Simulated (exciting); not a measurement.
Write the native input for exciting (release sodium) that does the following.

```yaml
Task: single point
Functional: PBE
Potentials_or_basis: all-electron LAPW+lo, shipped species files, valence relativity iora*
rgkmax: 9
k_mesh: 9 × 9 × 5
Occupations: fermi-dirac, width 0.05 eV
Spin: no spin polarisation
gmaxvr_cutoff_of_density_and_potential: 14 1/bohr
lmaxapw_and_lmaxmat: 10
lmaxvr: 8
nempty: 10
Valence_relativity: iora*
epsengy: 1e-05 Ha
epspot: 1e-05 Ha
maxscl: 60
Muffin-tin_radii: Pb 2.3 bohr
```

Crystal: Pb.

```xyz
2
Lattice="3.4800 0.0000 0.0000 -1.7400 3.0138 0.0000 0.0000 0.0000 5.5900" Properties=species:S:1:pos:R:3 pbc="T T T"
Pb    1.7400    1.0046    4.1925
Pb    0.0000    2.0092    1.3975
```

This isn't the form of Pb at room conditions, which is fcc.

The input as run:

input.xml

```xml
<input>
  <title>Pb</title>
  <structure speciespath="./" tshift="false">
    <crystal scale="1">
      <basevect>6.576246913698 0.000000000000 0.000000000000</basevect>
      <basevect>-3.288123456849 5.695196888878 0.000000000000</basevect>
      <basevect>0.000000000000 0.000000000000 10.563569036658</basevect>
    </crystal>
    <species speciesfile="Pb.xml" rmt="2.3">
      <atom coord="0.666666666700 0.333333333300 0.750000000000"/>
      <atom coord="0.333333333300 0.666666666700 0.250000000000"/>
    </species>
  </structure>
  <groundstate do="fromscratch" ngridk="9 9 5" rgkmax="9" gmaxvr="14" lmaxapw="10" lmaxmat="10" lmaxvr="8" xctype="GGA_PBE" stype="Fermi Dirac" swidth="0.00183747" nempty="10" ValenceRelativity="iora*" epsengy="1e-05" epspot="1e-05" maxscl="60" tforce="true" outputlevel="normal"/>
</input>
```

Potentials or basis: all-electron LAPW+lo, shipped species files, valence relativity iora*.

Launch:

```bash
$ OMP_NUM_THREADS=1 exciting_smp
```

Results of the run:

* Band gap on the k mesh: none (metal or under the smearing width)
* All electrons inside the program's atomic spheres: Pb 79.08 (radii Pb 2.3 bohr)

Caveat: the log's total energy holds no entropy term; the free energy is that total less TS from the occupations.

It took 2.8 min on 1 thread of Arm Neoverse V1, on a shared host, peak memory 0.15 GiB.
